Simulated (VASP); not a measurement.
# Te (C2/m) in VASP: further runs, part 3 of 3

VASP 6.6.1. Earlier steps stand in the parts before.

### 4 Single point, PBE

The input, INCAR:

```
ADDGRID = F
ALGO = Normal
EDIFF = 1E-6
ENCUT = 460
GGA = PE
ISIF = 2
ISMEAR = -5
LASPH = T
LCHARG = F
LREAL = F
LWAVE = F
NBANDS = 16
NELM = 100
PREC = Accurate
SIGMA = 0.05
```

The input, KPOINTS:

```
k-points
0
Gamma
  7 7 5
```

The input, POSCAR:

```
Te
1.0
    3.8202894285     -2.1482026000      0.0000000000
    3.8202894285      2.1482026000      0.0000000000
   -0.0942908673      0.0000000000      5.9760906531
Te
3
Direct
    0.0000000000      0.0000000000      0.0000000000
    0.3094466100      0.3094466100      0.3388094900
    0.6905533900      0.6905533900      0.6611905100
```

Potentials or basis: VASP PAW PBE potentials, release 64 (Te).

Launch:

```bash
$ cat potpaw_PBE.64/Te/POTCAR > POTCAR
$ mpirun -np 1 vasp_std > vasp.out
```

OUTCAR:

```text
EDIFF = 1E-6
   ENCUT = 460
   GGA = PE
   ISIF = 2
   ISMEAR = -5
   LASPH = T
   LREAL = F
   NELM = 100
   PREC = Accurate

 Found     72 irreducible k-points:

 Following reciprocal coordinates:
            Coordinates               Weight
  0.000000  0.000000  0.000000      1.000000
  0.142857  0.000000  0.000000      4.000000
  0.285714  0.000000  0.000000      4.000000
  0.428571  0.000000  0.000000      4.000000
  0.142857  0.142857  0.000000      2.000000
  0.285714  0.142857  0.000000      4.000000
   k-points           NKPTS =     72   k-points in BZ     NKDIM =     72   number of bands    NBANDS=     16
   number of dos      NEDOS =    301   number of ions     NIONS =      3
   total plane-waves  NPLWV =  43008
   dimension x,y,z NGX =    32 NGY =   32 NGZ =   42
   dimension x,y,z NGXF=    64 NGYF=   64 NGZF=   84
   ions per type =               3
   NGX,Y,Z   is equivalent  to a cutoff of  12.14, 12.14, 11.68 a.u.
   NGXF,Y,Z  is equivalent  to a cutoff of  24.28, 24.28, 23.36 a.u.
 SYSTEM =  unknown system
   PREC   = accura    normal or accurate (medium, high low for compatibility)
   ISTART =      0    job   : 0-new  1-cont  2-samecut
   ICHARG =      2    charge: 1-file 2-atom 10-const
   ISPIN  =      1    spin polarized calculation?
   LNONCOLLINEAR =      F non collinear calculations
   LSORBIT =      F    spin-orbit coupling
   LASPH  =      T    aspherical Exc in radial PAW
   ENCUT  =  460.0 eV  33.81 Ry    5.81 a.u.   7.66  7.66 10.45*2*pi/ulx,y,z
   NELM   =    100;   NELMIN=  2; NELMDL= -5     # of ELM steps
   EDIFF  = 0.1E-05   stopping-criterion for ELM
   LREAL  =      F    real-space projection
   EDIFFG = 0.1E-04   stopping-criterion for IOM
   NSW    =      0    number of steps for IOM
   IBRION =     -1    ionic relax: 0-MD 1-quasi-New 2-CG
   NFREE  =      0    steps in history (QN), initial steepest desc. (CG)
   ISIF   =      2    stress and relaxation
   ISYM   =      2    0-nonsym 1-usesym 2-fastsym
   POTIM  = 0.5000    time-step for ionic-motion
   TEBEG  =    0.0;   TEEND  =   0.0 temperature during run
   PSTRESS=    0.0 pullay stress
   NELECT =      18.0000    total number of electrons
   NUPDOWN=      -1.0000    fix difference up-down
   EMIN   =  10.00;   EMAX   =-10.00  energy-range for DOS
   EFERMI =   0.00;   METHOD = LEGACY
   ISMEAR =    -5;   SIGMA  =   0.05  broadening in eV -4-tet -1-fermi 0-gaus
   EFERMI_NEDOS =   21; number of points for ismear=-14 and -15
   IALGO  =     38    algorithm
   IMIX   =      4    mixing-type and parameters
     AMIX     =   0.40;   BMIX     =  1.00
     AMIX_MAG =   1.60;   BMIX_MAG =  1.00
  volume/ion in A,a.u.               =      32.70       220.64
  Fermi-wavevector in a.u.,A,eV,Ry     =   0.930307  1.758025 11.775440  0.865470
  Thomas-Fermi vector in A             =   2.056681
   LORBIT       =      0    0 simple, 1 ext, 2 COOP (PROOUT), +10 PAW based schemes
   GGA     = PE    functional components
   LHFCALC =     F    Hartree Fock is set to
   AEXX    =    0.0000 exact exchange contribution
   IVDW    =     0    specifies the selected vdW correction
   LEPSILON=     F    determine dielectric tensor
   LRPA    =     F    only Hartree local field effects (RPA)
 non-spin polarized calculation
 Fermi weights with tetrahedron method with Bloechl corrections
  energy-cutoff  :      460.00
  volume of cell :       98.09
 maximum number of plane-waves:      2216
   NGX = 15   NGY = 15   NGZ = 21

 number of electron      17.9999998 magnetization

 Free energy of the ion-electron system (eV)
  ---------------------------------------------------
  ext. energy  EPLUGINS =         0.00000000
  ---------------------------------------------------
  free energy    TOTEN  =        -9.29614782 eV

  energy without entropy =       -9.29614782  energy(sigma->0) =       -9.29614782

 E-fermi :   6.4807     XC(G=0):  -9.2802

 val. band max:        6.4586247495   @ k =   0.4286   0.2857   0.2000
 cond. band min:       6.4839497261   @ k =   0.0000   0.0000   0.4000
 fundamental gap:      0.0253249765
 Fermi energy:         6.4807369532

 k-point     1 :       0.0000    0.0000    0.0000
  band No.  band energies     occupation
      1      -7.2279      2.00000
      2      -4.0313      2.00000
      3      -3.8952      2.00000
      4       3.7229      2.00000
      5       3.7412      2.00000
      6       4.2192      2.00000
[... 8 lines left out ...]
     15      12.5416      0.00000
     16      12.5615      0.00000
[... 77 lines left out ...]
 k-point     6 :       0.2857    0.1429    0.0000
  band No.  band energies     occupation
      1      -6.7553      2.00000
      2      -4.0992      2.00000
      3      -3.8814      2.00000
      4       1.9088      2.00000
      5       2.0246      2.00000
      6       3.7015      2.00000
[... 8 lines left out ...]
     15      13.1918      0.00000
     16      13.8333      0.00000

 [... further k-points ...]

------------------------ aborting loop because EDIFF is reached ----------------------------------------

  FORCE on cell =-STRESS in cart. coord.  units (eV):
  Direction    XX          YY          ZZ          XY          YZ          ZX
  --------------------------------------------------------------------------------------
  -------------------------------------------------------------------------------------
  Total        0.3410858      0.3730717      0.4247662      0.0000000      0.0000000      0.0431902
  in kB        5.5712865      6.0937434      6.9381211      0.0000000      0.0000000      0.7054677
  external PRESSURE =       6.2010503 kB  Pullay stress =       0.0000000 kB

 VOLUME and BASIS-vectors are now :
 -----------------------------------------------------------------------------
  energy-cutoff  :      460.00
  volume of cell :       98.09
      direct lattice vectors                 reciprocal lattice vectors
     3.820289429 -2.148202600  0.000000000     0.130880136 -0.232752721  0.002065029
     3.820289429  2.148202600  0.000000000     0.130880136  0.232752721  0.002065029
    -0.094290867  0.000000000  5.976090653     0.000000000  0.000000000  0.167333472

 POSITION                                       TOTAL-FORCE (eV/Angst)
 -----------------------------------------------------------------------------------
      0.00000      0.00000      0.00000        -0.000000      0.000000      0.000000
      2.33240      0.00000      2.02476         0.083470      0.000000     -0.014156
      5.21388      0.00000      3.95133        -0.083470      0.000000      0.014156
 -----------------------------------------------------------------------------------
    total drift:                                0.000000     -0.000000     -0.000000

  FREE ENERGIE OF THE ION-ELECTRON SYSTEM (eV)
  ---------------------------------------------------
  free  energy   TOTEN  =        -9.2961478181 eV

  energy  without entropy=       -9.2961478181  energy(sigma->0) =       -9.29614782
```

OSZICAR:

```text
N       E                     dE             d eps       ncg     rms          rms(c)
DAV:   1     0.632078924389E+02    0.63208E+02   -0.59320E+03  2304   0.800E+02
DAV:   2    -0.548300280372E+01   -0.68691E+02   -0.65805E+02  3096   0.131E+02
DAV:   3    -0.924707477156E+01   -0.37641E+01   -0.37487E+01  2800   0.328E+01
DAV:   4    -0.930527681335E+01   -0.58202E-01   -0.58197E-01  3512   0.493E+00
DAV:   5    -0.930597802908E+01   -0.70122E-03   -0.70121E-03  3048   0.461E-01    0.126E+01
DAV:   6    -0.929310399944E+01    0.12874E-01   -0.39926E-02  2888   0.110E+00    0.777E+00
DAV:   7    -0.929624569542E+01   -0.31417E-02   -0.28780E-02  3064   0.101E+00    0.549E-01
DAV:   8    -0.929624254331E+01    0.31521E-05   -0.22082E-03  3000   0.278E-01    0.198E-01
DAV:   9    -0.929613401814E+01    0.10853E-03   -0.41401E-04  3152   0.116E-01    0.702E-02
DAV:  10    -0.929614875493E+01   -0.14737E-04   -0.10653E-04  3056   0.532E-02    0.198E-02
DAV:  11    -0.929614748383E+01    0.12711E-05   -0.16731E-05  2912   0.227E-02    0.913E-03
DAV:  12    -0.929614781810E+01   -0.33427E-06   -0.14811E-06  2616   0.733E-03
   1 F= -.92961478E+01 E0= -.92961478E+01  d E =0.000000E+00
```

Wall time 58 s (1 thread of AMD EPYC 7R13 (Zen 3), shared host); peak memory 0.2 GiB.

The run converged, but some of its settings lie outside the range that counts as converged, so its numbers aren't taken as properties of the crystal.

Results:

```yaml
Free_energy: -9.2961 eV
Pressure: 0.6 GPa
Largest_force: 0.085 eV/Å
Band_gap_on_the_k_mesh: 0.03 eV, indirect (least direct gap 0.19 eV)
```

Caveat: spin-orbit coupling is left out, which moves the levels of the heavy elements; an odd mesh through Γ misses points on the zone boundary, where band edges often lie.

### 5 Single point, PBE

INCAR is that of step 4.

KPOINTS is that of step 4.

The input, POSCAR:

```
Te
1.0
    3.8202894285     -2.1482026000      0.0000000000
    3.8202894285      2.1482026000      0.0000000000
   -0.0942908673      0.0000000000      5.9760906531
Te
3
Direct
    0.0053760000      0.0030970000      0.0153300000
    0.3128830000      0.3144850000      0.3485460000
    0.7243610000      0.6723340000      0.6509690000
```

Launch:

```bash
$ cat potpaw_PBE.64/Te/POTCAR > POTCAR
$ mpirun -np 1 vasp_std > vasp.out
```

Wall time 1.7 min (1 thread of AMD EPYC 7R13 (Zen 3), shared host); peak memory 0.24 GiB.

These settings aren't checked as converged: the numbers below hold their error.

What came out:

| Quantity | Value |
| --- | --- |
| Free energy | -9.2556 eV |
| Pressure | 1.3 GPa |
| Largest force | 0.629 eV/Å |
| Band gap on the k mesh | none (metal or under the smearing width) |

Caveat: tetrahedron occupations give inexact forces and stress in metals.

### 6 Single point, PBE

Edit INCAR of step 5 so:

```diff
@@ -3,6 +3,6 @@
 EDIFF = 1E-6
-ENCUT = 460
+ENCUT = 520
 GGA = PE
 ISIF = 2
-ISMEAR = -5
+ISMEAR = 0
 LASPH = T
```

KPOINTS is that of step 5.

The input, POSCAR:

```
Te
1.0
    3.8202894285     -2.1482026000      0.0000000000
    3.8202894285      2.1482026000      0.0000000000
   -0.0942908673      0.0000000000      5.9760906531
Te
3
Direct
    0.0000000000      0.0000000000      0.0000000000
    0.3094466100      0.3094466100      0.3388094900
    0.6905533900      0.6905533900      0.6611905100
```

Potentials or basis: VASP PAW PBE potentials, release 64 (Te).

Launch:

```bash
$ cat potpaw_PBE.64/Te/POTCAR > POTCAR
$ mpirun -np 1 vasp_std > vasp.out
```

Wall time 80 s (1 thread of AMD EPYC 7R13 (Zen 3), shared host); peak memory 0.25 GiB.

These settings aren't checked as converged: the numbers below hold their error.

What came out:

```
Free energy            : -9.2967 eV
Pressure               : 0.6 GPa
Largest force          : 0.096 eV/Å
Band gap on the k mesh : 0.03 eV, indirect (least direct gap 0.19 eV)
```

Caveat: spin-orbit coupling is left out, which moves the levels of the heavy elements; an odd mesh through Γ misses points on the zone boundary, where band edges often lie.
